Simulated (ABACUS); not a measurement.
# LiF (Griceite): single point with PBE

LiF (Griceite):

```
CELL_PARAMETERS angstrom
0.00000 2.01400 2.01400
2.01400 0.00000 2.01400
2.01400 2.01400 0.00000
ATOMIC_POSITIONS crystal
F 0.50000 0.50000 0.50000
Li 0.00000 0.00000 0.00000
```

| Quantity | Value |
| --- | --- |
| Program | ABACUS 3.10.1 |
| Task | single point |
| Functional | PBE |
| Potentials or basis | PseudoDojo NC SR 0.4.1 PBE standard |
| Cutoff | 1361 eV |
| Density cutoff | 5442 eV |
| Basis | TZDP LCAO (the cutoffs set its grid) |
| k mesh | 10 × 10 × 10 |
| Occupations | fermi-dirac, width 0.05 eV |
| Spin | no spin polarisation |
| Orbital files | F F_confined-atom_6au_3s3p2d1f.orb, Li Li_confined-atom_8au_4s2p1d.orb |
| Radial cutoff of the potentials (pseudo_rcut) | 10 bohr |
| SCF threshold on the density | 1e-07 |
| Max SCF steps | 100 |
| Eigensolver | genelpa |
| Mixing | broyden |
| Mixing share | 0.7 |
| Symmetry key | 1 |
| Bands | 15 |

The pressure is 1.9 GPa, the band gap on the k mesh is 9.12 eV, direct and the mulliken charges are F -0.19; Li +0.19 e.

Levels at points of the mesh, in eV from the valence-band top:
| k point | band 1 | band 2 | band 3 | band 4 | band 5 | band 6 | band 7 | band 8 | band 9 | band 10 |
| --- | --- | --- | --- | --- | --- | --- | --- | --- | --- | --- |
| (0.00, 0.00, 0.00) | -40.86 | -19.89 | 0.00 | 0.00 | 0.00 | 9.12 | 23.99 | 23.99 | 23.99 | 24.39 |
| (0.50, 0.50, 0.50) | -40.80 | -19.46 | -2.51 | -0.23 | -0.23 | 10.81 | 16.75 | 18.93 | 18.93 | 30.62 |
| (0.50, 0.50, 0.00) | -40.79 | -19.20 | -2.99 | -0.99 | -0.99 | 14.82 | 16.53 | 17.49 | 20.25 | 20.25 |

It took 9.7 s on 4 MPI ranks on Intel(R) Xeon(R) Platinum 8488C (Sapphire Rapids) (shared host), peak memory 0.48 GiB a rank.

Caveat: the atomic orbitals were generated for these runs and aren't a published set; Mulliken charges move with the basis; the basis of atomic orbitals isn't converged, which shifts pressures, moduli and gaps. PBE gaps usually lie below the measured ones, often by a third to a half.
